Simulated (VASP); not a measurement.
# SGaH3 in VASP: a series of runs, part 2 of 2

VASP 6.6.1. Earlier steps stand in the parts before.

### 3 Single point, PBE+D3(BJ)

File INCAR:

```
SYSTEM = GaH3S
ALGO = Normal ; EDIFF = 1E-6
ENCUT = 520 ; GGA = PE
ISIF = 2 ; ISMEAR = 0
IVDW = 12 ; LASPH = .TRUE.
LCHARG = .TRUE. ; LELF = .TRUE.
LREAL = .FALSE. ; LVACPOTAV = .TRUE.
LVHAR = .TRUE. ; LWAVE = .FALSE.
NBANDS = 19 ; NELM = 100
PREC = Accurate ; SIGMA = 0.01
```

File KPOINTS:

```
k-points
0
G
  1 1 1
  0 0 0
```

File POSCAR:

```
GaH3S
1.0
   12.0000000000      0.0000000000      0.0000000000
    0.0000000000     12.0000000000      0.0000000000
    0.0000000000      0.0000000000     12.0000000000
S Ga H
1 1 3
Cartesian
    6.2757000000      4.5331500000      6.7107000000
    5.9073999600      6.4196499600      5.6429000400
    7.5005000400      4.8780500400      7.1396000400
    4.5255000000      6.5189499600      4.9284000000
    7.0242000000      7.5088500000      5.6685000000
```

Potentials or basis: VASP PAW PBE potentials, release 64 (S, Ga_d, H).

Command:

```
cat potpaw_PBE.64/S/POTCAR potpaw_PBE.64/Ga_d/POTCAR potpaw_PBE.64/H/POTCAR > POTCAR
mpirun -np 1 vasp_gam > vasp.out
```

OUTCAR:

```text
SYSTEM = GaH3S
   EDIFF = 1E-6
   ENCUT = 520
   GGA = PE
   ISIF = 2
   ISMEAR = 0
   IVDW = 12
   LASPH = .TRUE.
   LREAL = .FALSE.
   NELM = 100
   PREC = Accurate
 IVDW          = 12

 ion  position               nearest neighbor table
   1  0.523  0.378  0.559-   3 1.34   2 2.20
   2  0.492  0.535  0.470-   4 1.56   5 1.56   1 2.20
   3  0.625  0.407  0.595-   1 1.34
   4  0.377  0.543  0.411-   2 1.56
   5  0.585  0.626  0.472-   2 1.56

  LATTYP: Found a simple cubic cell.
 ALAT       =    12.0000000000

  Lattice vectors:

 A1 = (  12.0000000000,   0.0000000000,   0.0000000000)
 A2 = (   0.0000000000,  12.0000000000,   0.0000000000)
 A3 = (   0.0000000000,   0.0000000000,  12.0000000000)

Analysis of symmetry for initial positions (statically):
=====================================================================
 Subroutine PRICEL returns:
 Original cell was already a primitive cell.

 Routine SETGRP: Setting up the symmetry group for a
 simple cubic supercell.

 Subroutine GETGRP returns: Found  1 space group operations
 (whereof  1 operations were pure point group operations)
 out of a pool of 48 trial point group operations.

The static configuration has the point symmetry C_1 .

Analysis of symmetry for dynamics (positions and initial velocities):
=====================================================================
 Subroutine PRICEL returns:
 Original cell was already a primitive cell.

 Routine SETGRP: Setting up the symmetry group for a
 simple cubic supercell.

 Subroutine GETGRP returns: Found  1 space group operations
 (whereof  1 operations were pure point group operations)
 out of a pool of 48 trial point group operations.

The dynamic configuration has the point symmetry C_1 .

 Subroutine INISYM returns: Found  1 space group operations
 (whereof  1 operations are pure point group operations),
 and found     1 'primitive' translations

----------------------------------------------------------------------------------------

                                     Primitive cell

  volume of cell :    1728.0000

  direct lattice vectors                    reciprocal lattice vectors
    12.000000000  0.000000000  0.000000000     0.083333333  0.000000000  0.000000000
     0.000000000 12.000000000  0.000000000     0.000000000  0.083333333  0.000000000
     0.000000000  0.000000000 12.000000000     0.000000000  0.000000000  0.083333333

  length of vectors
    12.000000000 12.000000000 12.000000000     0.083333333  0.083333333  0.083333333

  position of ions in fractional coordinates (direct lattice)
     0.522975000  0.377762500  0.559225000
     0.492283330  0.534970830  0.470241670
     0.625041670  0.406504170  0.594966670
     0.377125000  0.543245830  0.410700000
     0.585350000  0.625737500  0.472375000

  ion indices of the primitive-cell ions
   primitive index   ion index
                 1           1
                 2           2
                 3           3
                 4           4
                 5           5

----------------------------------------------------------------------------------------

 KPOINTS: k-points

Automatic generation of k-mesh.
 Grid dimensions read from file:
 generate k-points for:    1    1    1

 Generating k-lattice:

  Cartesian coordinates                     Fractional coordinates (reciprocal lattice)
     0.083333333  0.000000000  0.000000000     1.000000000  0.000000000  0.000000000
     0.000000000  0.083333333  0.000000000     0.000000000  1.000000000  0.000000000
     0.000000000  0.000000000  0.083333333     0.000000000  0.000000000  1.000000000

  Length of vectors
     0.083333333  0.083333333  0.083333333

  Shift w.r.t. Gamma in fractional coordinates (k-lattice)
     0.000000000  0.000000000  0.000000000

 Subroutine IBZKPT returns following result:
 ===========================================

 Found      1 irreducible k-points:

 Following reciprocal coordinates:
            Coordinates               Weight
  0.000000  0.000000  0.000000      1.000000
   k-points           NKPTS =      1   k-points in BZ     NKDIM =      1   number of bands    NBANDS=     19
   number of dos      NEDOS =    301   number of ions     NIONS =      5
   total plane-waves  NPLWV = 729000
   dimension x,y,z NGX =    90 NGY =   90 NGZ =   90
   dimension x,y,z NGXF=   180 NGYF=  180 NGZF=  180
   ions per type =               1   1   3
   NGX,Y,Z   is equivalent  to a cutoff of  12.47, 12.47, 12.47 a.u.
   NGXF,Y,Z  is equivalent  to a cutoff of  24.94, 24.94, 24.94 a.u.
 SYSTEM =  GaH3S
   PREC   = accura    normal or accurate (medium, high low for compatibility)
   ISTART =      0    job   : 0-new  1-cont  2-samecut
   ICHARG =      2    charge: 1-file 2-atom 10-const
   ISPIN  =      1    spin polarized calculation?
   LNONCOLLINEAR =      F non collinear calculations
   LSORBIT =      F    spin-orbit coupling
   LASPH  =      T    aspherical Exc in radial PAW
   ENCUT  =  520.0 eV  38.22 Ry    6.18 a.u.  22.31 22.31 22.31*2*pi/ulx,y,z
   NELM   =    100;   NELMIN=  2; NELMDL= -5     # of ELM steps
   EDIFF  = 0.1E-05   stopping-criterion for ELM
   LREAL  =      F    real-space projection
   EDIFFG = 0.1E-04   stopping-criterion for IOM
   NSW    =      0    number of steps for IOM
   IBRION =     -1    ionic relax: 0-MD 1-quasi-New 2-CG
   NFREE  =      0    steps in history (QN), initial steepest desc. (CG)
   ISIF   =      2    stress and relaxation
   ISYM   =      2    0-nonsym 1-usesym 2-fastsym
   POTIM  = 0.5000    time-step for ionic-motion
   TEBEG  =    0.0;   TEEND  =   0.0 temperature during run
   PSTRESS=    0.0 pullay stress
   NELECT =      22.0000    total number of electrons
   NUPDOWN=      -1.0000    fix difference up-down
   EMIN   =  10.00;   EMAX   =-10.00  energy-range for DOS
   EFERMI =   0.00;   METHOD = LEGACY
   ISMEAR =     0;   SIGMA  =   0.01  broadening in eV -4-tet -1-fermi 0-gaus
   EFERMI_NEDOS =   21; number of points for ismear=-14 and -15
   IALGO  =     38    algorithm
   IMIX   =      4    mixing-type and parameters
     AMIX     =   0.40;   BMIX     =  1.00
     AMIX_MAG =   1.60;   BMIX_MAG =  1.00
  volume/ion in A,a.u.               =     345.60      2332.22
  Fermi-wavevector in a.u.,A,eV,Ry     =   0.382268  0.722382  1.988202  0.146129
  Thomas-Fermi vector in A             =   1.318371
   LORBIT       =      0    0 simple, 1 ext, 2 COOP (PROOUT), +10 PAW based schemes
   GGA     = PE    functional components
   LHFCALC =     F    Hartree Fock is set to
   AEXX    =    0.0000 exact exchange contribution
   IVDW    =    12    specifies the selected vdW correction
   LEPSILON=     F    determine dielectric tensor
   LRPA    =     F    only Hartree local field effects (RPA)
 non-spin polarized calculation
 Gauss-broadening in eV      SIGMA  =   0.01
  energy-cutoff  :      520.00
  volume of cell :     1728.00
 maximum number of plane-waves:     23293
 NGX is ok and might be reduce to    90
   NGX = 45   NGY = 45   NGZ = 45

 number of electron      21.9999996 magnetization

 Free energy of the ion-electron system (eV)
  ---------------------------------------------------
  ext. energy  EPLUGINS =         0.00000000
  ---------------------------------------------------
  free energy    TOTEN  =       -17.04348418 eV

  energy without entropy =      -17.04348418  energy(sigma->0) =      -17.04348418

 E-fermi :  -6.2601     XC(G=0):  -0.7750

 val. band max:       -6.3501612255   @ k =   0.0000   0.0000   0.0000
 cond. band min:      -2.0614572565   @ k =   0.0000   0.0000   0.0000
 fundamental gap:      4.2887039690
 Fermi energy:        -6.2600847517

 k-point     1 :       0.0000    0.0000    0.0000
  band No.  band energies     occupation
      1     -19.4731      2.00000
      2     -19.2515      2.00000
      3     -19.2364      2.00000
      4     -19.1876      2.00000
      5     -19.1352      2.00000
      6     -17.5385      2.00000
[... 11 lines left out ...]
     18       0.8560      0.00000
     19       0.9305      0.00000

------------------------ aborting loop because EDIFF is reached ----------------------------------------

 Edisp (eV)   -0.07524

 E8    (eV) :    -0.0286

  FORCE on cell =-STRESS in cart. coord.  units (eV):
  Direction    XX          YY          ZZ          XY          YZ          ZX
  --------------------------------------------------------------------------------------
  -------------------------------------------------------------------------------------
  Total      -0.04835    -0.02765    -0.04240     0.00212    -0.01094    -0.00176
  in kB      -0.04483    -0.02564    -0.03931     0.00196    -0.01015    -0.00163
  external pressure =       -0.04 kB  Pullay stress =        0.00 kB

 VOLUME and BASIS-vectors are now :
 -----------------------------------------------------------------------------
  energy-cutoff  :      520.00
  volume of cell :     1728.00
      direct lattice vectors                 reciprocal lattice vectors
    12.000000000  0.000000000  0.000000000     0.083333333  0.000000000  0.000000000
     0.000000000 12.000000000  0.000000000     0.000000000  0.083333333  0.000000000
     0.000000000  0.000000000 12.000000000     0.000000000  0.000000000  0.083333333

 POSITION                                       TOTAL-FORCE (eV/Angst)
 -----------------------------------------------------------------------------------
      6.27570      4.53315      6.71070        -0.167865     -0.110025     -0.028481
      5.90740      6.41965      5.64290        -0.013772      0.171399     -0.087621
      7.50050      4.87805      7.13960         0.161385      0.057417      0.050535
      4.52550      6.51895      4.92840         0.088527     -0.033377      0.058653
      7.02420      7.50885      5.66850        -0.068276     -0.085415      0.006915
 -----------------------------------------------------------------------------------
    total drift:                                0.000140     -0.000682      0.000559

  FREE ENERGIE OF THE ION-ELECTRON SYSTEM (eV)
  ---------------------------------------------------
  free  energy   TOTEN  =       -17.1187272212 eV

  energy  without entropy=      -17.1187272212  energy(sigma->0) =      -17.11872722
```

It took 2.6 min on 1 thread of Intel Xeon Platinum 8259CL at 2.50GHz (Skylake/Cascade Lake), shared host; peak memory 1.2 GiB.

Results:

* Free energy: -17.1187 eV
* Largest force: 0.203 eV/Å
* Gap between the frontier levels: 4.29 eV
* Dispersion energy per atom: -0.015 eV

Forces in eV/Å, atoms in the order of the input:
```
S   -0.168 -0.110 -0.028
Ga  -0.014  0.171 -0.088
H    0.161  0.057  0.051
H    0.089 -0.033  0.059
H   -0.068 -0.085  0.007
```
